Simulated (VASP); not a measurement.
# NaH (Fm-3m) in VASP: further runs, part 2 of 2

VASP 6.6.1.

## Step 4: Single point, PBE

The input, INCAR:

```
SYSTEM = NaH
PREC = Accurate
ENCUT = 450
EDIFF = 1E-5
ISMEAR = 0
SIGMA = 0.05
LREAL = .False.
LASPH = .True.
NELM = 100
ALGO = Normal
ISIF = 2
LWAVE = .False.
LCHARG = .False.
GGA = PE
NBANDS = 11
ADDGRID = .False.
```

The input, KPOINTS:

```
Automatic mesh
0
Gamma
  5 5 5
  0 0 0
```

The input, POSCAR:

```
NaH
1.0
    0.0000000000      2.4400000000      2.4400000000
    2.4400000000      0.0000000000      2.4400000000
    2.4400000000      2.4400000000      0.0000000000
Na H
1 1
Direct
   -0.0187210000      0.0228060000      0.0160610000
    0.4668300000      0.5164870000      0.5214060000
```

Potentials or basis: VASP PAW PBE potentials, release 64 (Na_pv, H).

Run with:

```
$ cat potpaw_PBE.64/Na_pv/POTCAR potpaw_PBE.64/H/POTCAR > POTCAR
$ mpirun -np 1 vasp_std > vasp.out
```

OUTCAR:

```text
SYSTEM = NaH
   PREC = Accurate
   ENCUT = 450
   EDIFF = 1E-5
   ISMEAR = 0
   LREAL = .False.
   LASPH = .True.
   NELM = 100
   ISIF = 2
   GGA = PE

 Found     63 irreducible k-points:

 Following reciprocal coordinates:
            Coordinates               Weight
  0.000000  0.000000  0.000000      1.000000
  0.200000  0.000000  0.000000      2.000000
  0.000000  0.200000  0.000000      2.000000
  0.000000  0.000000  0.200000      2.000000
  0.200000  0.200000  0.200000      2.000000
  0.400000  0.000000  0.000000      2.000000
   k-points           NKPTS =     63   k-points in BZ     NKDIM =     63   number of bands    NBANDS=     11
   number of dos      NEDOS =    301   number of ions     NIONS =      2
   total plane-waves  NPLWV =  13824
   dimension x,y,z NGX =    24 NGY =   24 NGZ =   24
   dimension x,y,z NGXF=    48 NGYF=   48 NGZF=   48
   ions per type =               1   1
   NGX,Y,Z   is equivalent  to a cutoff of  11.56, 11.56, 11.56 a.u.
   NGXF,Y,Z  is equivalent  to a cutoff of  23.13, 23.13, 23.13 a.u.
 SYSTEM =  NaH
   PREC   = accura    normal or accurate (medium, high low for compatibility)
   ISTART =      0    job   : 0-new  1-cont  2-samecut
   ICHARG =      2    charge: 1-file 2-atom 10-const
   ISPIN  =      1    spin polarized calculation?
   LNONCOLLINEAR =      F non collinear calculations
   LSORBIT =      F    spin-orbit coupling
   LASPH  =      T    aspherical Exc in radial PAW
   ENCUT  =  450.0 eV  33.07 Ry    5.75 a.u.   5.97  5.97  5.97*2*pi/ulx,y,z
   NELM   =    100;   NELMIN=  2; NELMDL= -5     # of ELM steps
   EDIFF  = 0.1E-04   stopping-criterion for ELM
   LREAL  =      F    real-space projection
   EDIFFG = 0.1E-03   stopping-criterion for IOM
   NSW    =      0    number of steps for IOM
   IBRION =     -1    ionic relax: 0-MD 1-quasi-New 2-CG
   NFREE  =      0    steps in history (QN), initial steepest desc. (CG)
   ISIF   =      2    stress and relaxation
   ISYM   =      2    0-nonsym 1-usesym 2-fastsym
   POTIM  = 0.5000    time-step for ionic-motion
   TEBEG  =    0.0;   TEEND  =   0.0 temperature during run
   PSTRESS=    0.0 pullay stress
   NELECT =       8.0000    total number of electrons
   NUPDOWN=      -1.0000    fix difference up-down
   EMIN   =  10.00;   EMAX   =-10.00  energy-range for DOS
   EFERMI =   0.00;   METHOD = LEGACY
   ISMEAR =     0;   SIGMA  =   0.05  broadening in eV -4-tet -1-fermi 0-gaus
   EFERMI_NEDOS =   21; number of points for ismear=-14 and -15
   IALGO  =     38    algorithm
   IMIX   =      4    mixing-type and parameters
     AMIX     =   0.40;   BMIX     =  1.00
     AMIX_MAG =   1.60;   BMIX_MAG =  1.00
  volume/ion in A,a.u.               =      14.53        98.03
  Fermi-wavevector in a.u.,A,eV,Ry     =   1.065054  2.012660 15.433636  1.134340
  Thomas-Fermi vector in A             =   2.200593
   LORBIT       =      0    0 simple, 1 ext, 2 COOP (PROOUT), +10 PAW based schemes
   GGA     = PE    functional components
   LHFCALC =     F    Hartree Fock is set to
   AEXX    =    0.0000 exact exchange contribution
   IVDW    =     0    specifies the selected vdW correction
   LEPSILON=     F    determine dielectric tensor
   LRPA    =     F    only Hartree local field effects (RPA)
 non-spin polarized calculation
 Gauss-broadening in eV      SIGMA  =   0.05
  energy-cutoff  :      450.00
  volume of cell :       29.05
 maximum number of plane-waves:       639
   NGX = 11   NGY = 11   NGZ = 11

 number of electron       7.9999993 magnetization

 Free energy of the ion-electron system (eV)
  ---------------------------------------------------
  ext. energy  EPLUGINS =         0.00000000
  ---------------------------------------------------
  free energy    TOTEN  =        -5.08378894 eV

  energy without entropy =       -5.08378894  energy(sigma->0) =       -5.08378894

 E-fermi :  -1.0778     XC(G=0):  -7.6742

 val. band max:       -1.3030255423   @ k =   0.2000  -0.4000  -0.4000
 cond. band min:       3.2330599426   @ k =   0.4000   0.4000   0.4000
 fundamental gap:      4.5360854849
 Fermi energy:        -1.0778136080

 k-point     1 :       0.0000    0.0000    0.0000
  band No.  band energies     occupation
      1     -23.3593      2.00000
      2     -23.3592      2.00000
      3     -23.3589      2.00000
      4      -4.7414      2.00000
      5       8.9509      0.00000
      6      14.1627      0.00000
      7      14.1636      0.00000
      8      14.1773      0.00000
      9      14.9733      0.00000
     10      14.9848      0.00000
     11      14.9934      0.00000

 k-point     2 :       0.2000    0.0000    0.0000
  band No.  band energies     occupation
      1     -23.3888      2.00000
      2     -23.3629      2.00000
      3     -23.3625      2.00000
      4      -4.0842      2.00000
      5       6.8580      0.00000
      6      10.5485      0.00000
      7      12.8583      0.00000
      8      12.8629      0.00000
      9      16.2134      0.00000
     10      16.2179      0.00000
     11      16.8363      0.00000

 k-point     3 :       0.0000    0.2000    0.0000
  band No.  band energies     occupation
      1     -23.3886      2.00000
      2     -23.3629      2.00000
      3     -23.3627      2.00000
      4      -4.0842      2.00000
      5       6.8587      0.00000
      6      10.5461      0.00000
      7      12.8586      0.00000
      8      12.8667      0.00000
      9      16.2094      0.00000
     10      16.2168      0.00000
     11      16.8365      0.00000

 k-point     4 :       0.0000    0.0000    0.2000
  band No.  band energies     occupation
      1     -23.3886      2.00000
      2     -23.3629      2.00000
      3     -23.3627      2.00000
      4      -4.0842      2.00000
      5       6.8588      0.00000
      6      10.5459      0.00000
      7      12.8586      0.00000
      8      12.8669      0.00000
      9      16.2091      0.00000
     10      16.2168      0.00000
     11      16.8365      0.00000

 k-point     5 :       0.2000    0.2000    0.2000
  band No.  band energies     occupation
      1     -23.3889      2.00000
      2     -23.3628      2.00000
      3     -23.3625      2.00000
      4      -4.0842      2.00000
      5       6.8579      0.00000
      6      10.5489      0.00000
      7      12.8581      0.00000
      8      12.8625      0.00000
      9      16.2139      0.00000
     10      16.2183      0.00000
     11      16.8363      0.00000

 k-point     6 :       0.4000    0.0000    0.0000
  band No.  band energies     occupation
      1     -23.4358      2.00000
      2     -23.3686      2.00000
      3     -23.3682      2.00000
      4      -2.4918      2.00000
      5       3.2332      0.00000
      6       9.4751      0.00000
      7      12.0909      0.00000
      8      12.0956      0.00000
      9      15.0452      0.00000
     10      15.0465      0.00000
     11      17.4349      0.00000

 [... further k-points ...]

------------------------ aborting loop because EDIFF is reached ----------------------------------------

  FORCE on cell =-STRESS in cart. coord.  units (eV):
  Direction    XX          YY          ZZ          XY          YZ          ZX
  --------------------------------------------------------------------------------------
  -------------------------------------------------------------------------------------
  Total       -0.1690381     -0.1663802     -0.1550451     -0.0000495     -0.0010988     -0.0000531
  in kB       -9.3217115     -9.1751388     -8.5500596     -0.0027294     -0.0605933     -0.0029300
  external PRESSURE =      -9.0156366 kB  Pullay stress =       0.0000000 kB

 VOLUME and BASIS-vectors are now :
 -----------------------------------------------------------------------------
  energy-cutoff  :      450.00
  volume of cell :       29.05
      direct lattice vectors                 reciprocal lattice vectors
     0.000000000  2.440000000  2.440000000    -0.204918033  0.204918033  0.204918033
     2.440000000  0.000000000  2.440000000     0.204918033 -0.204918033  0.204918033
     2.440000000  2.440000000  0.000000000     0.204918033  0.204918033 -0.204918033

 POSITION                                       TOTAL-FORCE (eV/Angst)
 -----------------------------------------------------------------------------------
      0.09484      2.43351      2.44997        -0.001889     -0.017130     -0.039288
      2.53246      2.41130      2.39929         0.001889      0.017130      0.039288
 -----------------------------------------------------------------------------------
    total drift:                               -0.000120     -0.000067      0.000366

  FREE ENERGIE OF THE ION-ELECTRON SYSTEM (eV)
  ---------------------------------------------------
  free  energy   TOTEN  =        -5.0837889405 eV

  energy  without entropy=       -5.0837889405  energy(sigma->0) =       -5.08378894
```

stdout:

```text
POSCAR found type information on POSCAR NaH
 POSCAR found :  2 types and       2 ions
 scaLAPACK will be used
 LDA part: xc-table for (Slater+PW92), standard interpolation
 POSCAR, INCAR and KPOINTS ok, starting setup
 FFT: planning ... GRIDC
 FFT: planning ... GRID_SOFT
 FFT: planning ... GRID
 WAVECAR not read
 entering main loop
```

Wall time 6.6 s (1 thread of Intel Xeon Platinum 8259CL at 2.50GHz (Skylake/Cascade Lake), shared host); peak memory 0.14 GiB.

These settings aren't checked as converged: the numbers below hold their error.

Results:

```yaml
Free_energy: -5.0838 eV
Pressure: -0.9 GPa
Largest_force: 0.043 eV/Å
Band_gap_on_the_k_mesh: 4.54 eV, indirect (least direct gap 5.02 eV)
```

Caveat: the k mesh is coarse (spacing up to 0.45 Å⁻¹), so the values aren't converged; an odd mesh through Γ misses points on the zone boundary, where band edges often lie.

## Step 5: The reference run

An earlier run on the cell as given: functional PBE; potentials or basis VASP PAW PBE potentials, release 64 (Na_pv, H); cutoff 520 eV; k mesh 9 × 9 × 9; occupations fermi-dirac, width 0.05 eV; no spin polarisation.

- Pressure: -0.7 GPa
- Band gap on the k mesh: 4.01 eV, indirect (least direct gap 4.70 eV)
